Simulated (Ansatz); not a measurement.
Runs of Ansatz 0.2.0 on Ir. Symmetry: P6_3/mmc, No. 194, hexagonal system. Conventional cell: a = 2.751 Å, b = 2.751 Å, c = 4.462 Å, α = 90.00°, β = 90.00°, γ = 120.00°. Around Ir (site symmetry -6m2) lie 12 Ir at 2.74 to 2.75 Å. This isn't the form of Ir at room conditions, which is fcc.

```tsv
task	level	potentials or basis	spin	cell	k mesh	cutoff (eV)	pressure (GPa)	relaxed volume (Å³/atom)
band structure	LDA	all-electron LAPW, relativistic spinors	SOC, no magnetisation	as given	8 × 8 × 5	277	(b)	-
band structure	LDA	all-electron LAPW, scalar-relativistic	off	as given	8 × 8 × 5	277	-17.0	-
relaxation of cell and atoms	PBEsol	all-electron LAPW, scalar-relativistic	off	relaxed	11 × 11 × 6	-	0.0	14.12
relaxation of cell and atoms	LDA	all-electron LAPW, relativistic spinors	SOC, no magnetisation	relaxed	8 × 8 × 5	-	0.0	(a)
relaxation of cell and atoms	PBEsol	all-electron LAPW, scalar-relativistic	off	relaxed to 10 GPa	11 × 11 × 6	-	10.0	-
relaxation of cell and atoms	LDA	all-electron LAPW, scalar-relativistic	off	relaxed	8 × 8 × 5	-	0.0	13.94
relaxation of cell and atoms	PBEsol	all-electron LAPW, scalar-relativistic	off	relaxed to 20 GPa	11 × 11 × 6	-	20.0	-
relaxation of cell and atoms	PBEsol	all-electron LAPW, scalar-relativistic	off	relaxed to 30 GPa	11 × 11 × 6	-	30.0	-
```

Alike in all rows: smearing fermi-dirac 0.05 eV; basis error allowed 0.001 eV/atom.

Fill in the values left out.

(a) 13.95; (b) -16.4.

Caveats: the k mesh is thin for a metal, which can move the energy by tens of meV per atom (some runs).
